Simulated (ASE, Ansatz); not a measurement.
# Random fluorite-type (Zr, Ce, Hf, Sn, Ti)O2 solid solution (96 atoms): geometry optimisation, part 3 of 3

Aim: bring random fluorite-type (Zr, Ce, Hf, Sn, Ti)O2 solid solution (96 atoms) to a nearby minimum of the energy and see what moves.

Ansatz 0.2.0; Kohn-Sham DFT, revPBE, PAW (set soft_2), plane waves.

The cell: 7 Ti, 64 O, 8 Sn, 8 Ce, 5 Hf and 4 Zr. The host structure and its lattice constant were typed by rule, without a check against the phase diagram. The main run has no spin polarisation. Only the Γ point is sampled, in a cell whose shortest periodic width is 10 Å. The levels lack spin–orbit coupling.

So far. Step 3 (Relaxation): The relaxation changed the energy by -176 meV/atom, and atoms moved by 0.43 Å r.m.s., 0.82 Å at most.

## (5) Single point at the relaxed geometry

The electronic structure is read at the final geometry, in a run of its own.

Input file input.yaml:

```yaml
crystal:
  lattice:
    - [10.2, 0.0, 0.0]
    - [0.0, 10.2, 0.0]
    - [0.0, 0.0, 10.2]
  atoms:
    - { symbol: Ti, position: [0.00497, 0.97135, 0.99176] }
    - { symbol: O, position: [0.09821, 0.1045, 0.1086] }
    - { symbol: O, position: [0.35759, 0.37251, 0.38034] }
    - { symbol: Sn, position: [0.00696, 0.22682, 0.24957] }
    [... 86 atom lines left out ...]
    - { symbol: Sn, position: [0.76988, 0.5001, 0.76085] }
    - { symbol: O, position: [0.89216, 0.62348, 0.88349] }
    - { symbol: O, position: [0.6488, 0.91651, 0.60959] }
    - { symbol: Hf, position: [0.74417, 0.76782, 0.50098] }
    - { symbol: O, position: [0.89599, 0.88726, 0.61767] }
    - { symbol: O, position: [0.63546, 0.57408, 0.88411] }
kpoints:
  mp_grid: { grid: [1, 1, 1] }
hamiltonian:
  xc: revpbe
scf:
  occupations: { method: fixed }
output:
  forces: true
  stress: true
  populations: intrinsic
  dos:
    method: { smearing: { sigma: 0.08 } }
    de: 0.1
    projected: { site_lists: { Ce: [Ce], Hf: [Hf], O: [O], Sn: [Sn], Ti: [Ti] } }
  eigenvalues: true
  write_density: true
  write_potential: true
  volumetric_format: npy
```

Command:

```console
$ ansatz run input.yaml --threads 4 --pin off --max-ram 8192MiB --backend cpu --events-out ev --progress --plain --runs-dir out
```

Numbers of over 12 decimals in the logs are rounded to 6 here.

Output:

```text
[...]
Crystal: 96 atoms, lattice volume = 1061.208 Å³
Basis set: ecut = 420 eV, 20719 PW (Γ), exchange–correlation on 144×144×144 points (8 copies of the dense FFT grid, shifted against one another)
Bands: 523, of which v1, the nominal top of the filled ones, is band 427 counted from 1 (426 counted from 0)
Symmetry: 1 space group operations
[...]
k-points: 1
[...]
SCF iter   1: F=—  HF=-250325.847986 eV  |F-HF|=—  |Δ(HF+E_count)|=         —  Δρ=1.07e-2  dr2=1.80e0  ethr=1.77e-3  ⟨swp⟩=4.0  Hψ=1550  notcnv=0  defer=64
[...]
SCF iter  14: F=-250325.637842 eV  HF=-250325.637842 eV  |F-HF|=2.19e-8  |Δ(HF+E_count)|=   6.56e-8  Δρ=2.19e-6  dr2=5.56e-8  ethr=1.17e-11  ⟨swp⟩=18.0  Hψ=4348  notcnv=0
SCF 1 converged in 14 iterations: F = -250325.637842 eV  dr2 = 5.56e-8
[...]
SCF converged after 14 iterations
Free energy (F): -250325.637842 eV
[...]
Internal energy: -250325.637842 eV  (E = F + TS)
E sigma→0 (E₀):  -250325.637842 eV
Fermi energy:    12.165389 eV
[...]
--- Forces (eV/Å), atoms counted from 1 ---
  atom   1  Ti    -0.00927702     0.00504640     0.00496762
  atom   2  O      0.00598302     0.00829639    -0.00296716
  atom   3  O      0.00545380     0.00261515     0.00775496
  atom   4  Sn    -0.00583942    -0.01656990     0.00745569
  atom   5  O      0.01287484     0.00581121     0.00545550
  atom   6  O      0.00514170    -0.00009072    -0.00203484
  atom   7  Sn    -0.01647901     0.00243990     0.00055984
  atom   8  O     -0.01292049     0.00079563    -0.00881748
  atom   9  O      0.00881880    -0.00009913     0.00114481
  atom  10  Ce    -0.01077472     0.00160208    -0.00509388
  atom  11  O      0.00758677    -0.00523170     0.01675753
  atom  12  O      0.00983572     0.00180801     0.00296875
  atom  13  Hf    -0.00707725     0.03213633     0.03743616
  atom  14  O      0.00885822     0.01170161     0.00004238
[...]
atom  95  O      0.00762305    -0.00302030    -0.00543983
  atom  96  O     -0.00537278    -0.00953335    -0.00585653
  max |Σ_I F_I| component: 3.28e-5 eV/Å
--- Stress (GPa, compression-positive) ---
       23.556829      -0.389963      -0.189784
       -0.389963      16.369676       0.684209
       -0.189784       0.684209      17.877483
  P = ⅓ Tr σ = 19.2680 GPa (192.680 kbar)
--- Band table (eV) ---
[...]
--- intrinsic populations: 96 sites ---
  site symbol       q [e]
     0     Ti     10.6182
     1      O      6.7602
     2      O      6.5536
[...]
95      O      6.6847
  spilling = -0.000000 (of n_electrons = 854.000000)
```

Elapsed: 14 s, on 4 threads of AMD EPYC 9R45, shared host; peak memory 2 GiB.

The run gave:

* free energy: -250325.6378 eV
* free energy per atom: -2607.5587 eV/atom
* SCF cycles: 14
* pressure: 19.27 GPa
* r.m.s. force component: 0.01139 eV/Å
* longest force: 0.04984 eV/Å
* Fermi energy: 12.17 eV
* gap (highest filled to lowest empty level): 1.846 eV

Intrinsic-atomic-orbital charges by element and coordination:

```csv
element,coordination,atoms,mean charge (e),spread,least,most
Ce,all,8,0.813,0.0222,0.778,0.854
Hf,all,5,1.44,0.0243,1.41,1.48
Hf,7,3,1.45,0.0294,1.41,1.48
Hf,8,2,1.44,0.0131,1.43,1.45
O,all,64,-0.670,0.0839,-0.801,-0.466
O,2,1,-0.632,0,-0.632,-0.632
O,3,29,-0.684,0.0815,-0.801,-0.513
O,4,34,-0.659,0.0852,-0.797,-0.466
Sn,all,8,1.71,0.0106,1.70,1.73
Sn,6,6,1.72,0.0096,1.70,1.73
Sn,7,2,1.70,0.0029,1.70,1.70
Ti,all,7,1.37,0.0221,1.34,1.41
Ti,6,6,1.37,0.0233,1.34,1.41
Ti,7,1,1.38,0,1.38,1.38
Zr,all,4,1.47,0.0156,1.45,1.49
Zr,7,1,1.47,0,1.47,1.47
Zr,8,3,1.46,0.0179,1.45,1.49
```

Density of states as counts of states in windows of 1 eV (from the Fermi level), total and the larger projections:

```csv
from (eV),to (eV),total,O p,Ce f,Hf f
-14,-13,23.4,1.1,0.0,0.0
-13,-12,2.4,0.1,0.0,0.0
-12,-11,0.0,0.0,0.0,0.0
-11,-10,56.4,0.2,0.0,56.0
-10,-9,13.6,0.1,0.0,13.5
-9,-8,0.0,0.0,0.0,0.0
-8,-7,3.3,1.8,0.0,0.0
-7,-6,12.0,6.9,0.1,0.0
-6,-5,10.1,6.9,0.0,0.0
-5,-4,49.3,35.2,0.2,0.0
-4,-3,73.8,55.5,0.7,0.0
-3,-2,76.3,61.6,1.5,0.1
-2,-1,80.1,68.2,2.3,0.1
-1,0,76.4,68.2,2.8,0.0
0,1,2.6,2.4,0.1,0.0
1,2,15.4,0.5,14.6,0.0
2,3,96.2,5.5,87.0,0.0
3,4,34.0,4.9,1.5,0.0
4,5,28.3,5.0,0.3,0.0
```

The curve was stored every 0.100 eV, coarse against its broadening of 0.08 eV, so these counts are rough.

With fixed occupations the program's Fermi level is the highest filled level; weight inside the gap is the broadening of levels at its edges.

Between -26 and -14 eV lie 254 more states.

About 123 of the 854 electrons lie in deeper levels, below the stored range.

Not all projections were asked for or kept, so they needn't add up to the total.

The levels nearest the highest filled one (over half full), pooled over k-points and spins:

```csv
level less the highest filled one (eV),occupation
-0.180,2
-0.164,2
-0.105,2
-0.0968,2
-0.0643,2
0,2
1.85,0
1.87,0
1.88,0
1.90,0
1.91,0
1.93,0
```

Valence density in the bc plane at fractional x = 0.002, with atoms of Ti and Sn and Hf and Zr and Ce within 0.2 Å of it. It is the smooth field of the valence electrons, not physical close to the nuclei.

Values in e/Å³, 13 rows by 16 columns, each cell a mean:
```
 3  1  1  0  0  0  0  1  2  1  0  0  0  0  1  6
 0  0  1  0  0  0  0  0  0  0  0  0  0  0  0  0
 0  0  1  3  3  1  0  0  0  0  0  2  3  1  0  0
 0  0  0  3  3  1  0  0  0  0  1  3  3  1  0  0
 0  0  0  0  0  0  0  0  0  1  1  0  0  0  0  0
 2  0  0  0  0  0  0  1  2  1  0  0  0  0  0  2
14  1  0  0  0  0  1  3  4  1  0  0  0  0  2 19
 5  0  0  0  0  0  0  1  1  0  0  0  0  0  1  6
 0  0  0  1  1  0  0  0  0  0  0  1  1  0  0  0
 0  0  1 10  5  0  0  0  0  0  1  5  5  1  0  0
 0  0  1  3  2  0  0  0  0  0  1  1  1  0  0  0
 0  0  0  0  0  0  0  1  1  1  0  0  0  1  0  0
 3  0  0  0  0  0  1  1  0  2  0  0  0  0  1  6
```
Columns run along b (10.2 Å), rows up along c (10.2 Å). Atoms in or near the plane, at fractional coordinates: Ti at (0.97, 0.99), Sn at (0.23, 0.25), Hf at (0.98, 0.48), Zr at (0.25, 0.76), Ce at (0.50, 0.03), Zr at (0.50, 0.50), Zr at (0.75, 0.75).

Electrostatic potential energy in the bc plane at fractional x = 0.002, with atoms of Ti and Sn and Hf and Zr and Ce within 0.2 Å of it. With pseudopotentials it is smooth inside the atoms' cores, unlike the true potential.

Values in eV, 13 rows by 16 columns, each cell a mean:
```
-14   9  14  17  16  16   8 -14 -21   0  14  17  16  13  -4 -22
 12  15  12   7   5  12  15  13  12  15  15  10   7  12  12   9
 17  15   1 -36 -41  -5  14  17  17  16   7 -28 -38  -7  13  16
 18  15   2 -34 -39  -4  14  17  17  16   5 -34 -43 -11  13  17
 16  16  14   7   6  13  15  14  14  13  12   6   2  11  15  15
 -3  11  16  17  16  16   9 -14 -21   3  15  17  16  15   8  -5
-25   0  16  18  17  15   1 -42 -48 -13  14  17  17  13  -8 -25
-14   7  15  15  16  16  11  -7 -14   6  15  16  16  14   2 -17
 12  13   7   2   2  12  16  15  14  15  12   1   0  10  14  12
 16  12   0  17  10   4  16  17  17  16   5 -21 -22   2  15  17
 17  15   4   3   1  10  15  14  13  14  10  -4  -5  10  16  17
 11  15  15  13  14  15   9 -11 -18   1  13  15  15  15  13   8
-15  10  17  18  17  15  -2 -39 -47 -18  11  17  17  14  -4 -23
```
Columns run along b (10.2 Å; values clipped at the 3rd and 97th percentile), rows up along c (10.2 Å). Atoms in or near the plane, at fractional coordinates: Ti at (0.97, 0.99), Sn at (0.23, 0.25), Hf at (0.98, 0.48), Zr at (0.25, 0.76), Ce at (0.50, 0.03), Zr at (0.50, 0.50), Zr at (0.75, 0.75).

Mean intrinsic-atomic-orbital charges: Ce +0.81, Hf +1.44, O -0.67, Sn +1.71, Ti +1.37, Zr +1.47 e. The largest share in the top eV of filled states is O p (92 % of the projected weight), and in the lowest eV of empty states Ce f (93 % of the projected weight).

Local excerpt of 8 atoms (numbers count through the whole input) about O30, which has 2 bonded neighbours where the commonest count for O is 4; x, y, z are measured from there.

```csv
atom,x,y,z,distance (Å),bonds,intrinsic-atomic-orbital charge (e)
O30,0.00,0.00,0.00,0.00,2,-0.63
Ti34,-0.24,1.37,-1.13,1.79,6,1.35
Zr31,-0.57,-1.08,1.66,2.06,8,1.45
O26,-2.25,0.21,0.99,2.47,3,-0.55
O11,0.94,-2.30,0.32,2.50,4,-0.55
O35,1.15,2.30,-0.15,2.58,3,-0.59
O44,0.92,0.47,-2.36,2.58,3,-0.70
Ti73,2.17,-1.34,-0.96,2.73,6,1.41
```

The column of bonds counts only the pairs O-Ce within 2.93 Å, O-Sn within 2.52 Å, O-Ti within 2.52 Å, O-Hf within 2.58 Å, O-Zr within 2.73 Å; other neighbours, such as metal atoms beside each other in a compound, aren't counted, and periodic images can show an atom twice.

## (6) What came out

```yaml
energy_change_in_the_relaxation: -175.8 meV/atom
r_m_s_displacement: 0.434 Å
largest_displacement: 0.824 Å
free_energy_per_atom: -2607.5587 eV/atom
density: 7.334 g/cm³
pressure: 19.27 GPa
r_m_s_force_component: 0.01139 eV/Å
spacing_of_highest_filled_and_lowest_empty_level: 1.846 eV
wall_time_of_the_3_dft_runs: 3.2 min
```

Relaxation lowers the energy by 176 meV/atom and moves atoms by 0.43 Å r.m.s.; the r.m.s. force component goes from 0.97 to 0.011 eV/Å, the pressure goes from 14 to 19 GPa, and the gap from 1.38 to 1.85 eV. By the final cutoffs 31 of 256 bonded pairs parted and 0 joined. First to last step the energy falls by 16.879 eV; the largest move, 0.82 Å, is that of O33. The O-Ti bonds change most in mean length: from 2.209 Å (spread 0.028) to 1.994 Å (spread 0.130), and their number from 56 to 43. With the cutoffs above, all Ce atoms have 8, 60 % of Hf atoms have 7, 53 % of O atoms have 4 and 75 % of Sn atoms have 6 bonded neighbours. Between filled and empty levels lie 1.85 eV at Γ alone; the mesh holds the band edges only if they fold onto it, so the gap at this level can be narrower or closed.

Caveats: The stress is far from hydrostatic: its diagonal is 23.6, 16.4, 17.9 GPa, compression counted positive. The pressure of 19 GPa means that a free cell would grow at this level.

[Logs are printed without paths, hosts, clocks, repeated set-up lines and the standing remarks that a program may print on its own settings, such as how far it seeks lower states.]

[Hosts, paths, dates, database ids (printed as entryN), source tags and the programs' standing remarks are cut or masked in the printed files.]
